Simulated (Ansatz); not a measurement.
SiNi, DFT, LDA, all-electron PAW with datasets made for the crystal, scalar-relativistic (Ansatz 0.2.0), run on 1 thread of Intel(R) Xeon(R) Platinum 8488C (Sapphire Rapids) on a shared host.

The geometry is COD entry 2300377, unchecked; take it as a test cell. The listed cell was then made from it by scaling, straining or moving an atom.

Command: `ansatz run input.yaml --threads 1 --pin off --max-ram 6144MiB --backend cpu --events-out ev --progress --plain --runs-dir out`

```yaml
crystal:
  lattice:
    - [3.02662, -0.0151331, -0.0151331]
    - [-0.0163675, 3.2735, -0.0163675]
    - [-0.0234888, -0.0234888, 4.69776]
  atoms:
    - { symbol: Si, position: [0.5, 0.5, 0.8423] }
    - { symbol: Si, position: [0.0, 0.0, 0.1577] }
    - { symbol: Ni, position: [0.5, 0.5, 0.34422], spin: 1.5 }
    - { symbol: Ni, position: [0.0, 0.0, 0.65578], spin: 1.5 }
magnetization:
  spin_polarized: true
kpoints:
  mp_grid: { grid: [11, 10, 7] }
scf:
  occupations: { method: fermi_dirac, width: 0.05 }
hamiltonian:
  xc: lda
  pseudopotentials: { kind: all_electron, datasets: crystal }
output:
  forces: true
  stress: true
  eigenvalues: true
  efg: { contact_densities: true }
```

How large is the problem that the program sets up?

386 irreducible k-points, 613 plane waves at Γ, 29 bands.

Estimate the wall time and the peak memory.

3.3 min of wall time for 10 SCF iterations, with a peak of 2.4 GiB. Times on shared machines scatter by tens of per cent.

And the same cell and mesh by PAW with the default files, asked for forces, stress, eigenvalues, efg, on the same hardware?

54 s, peak memory 1 GiB.
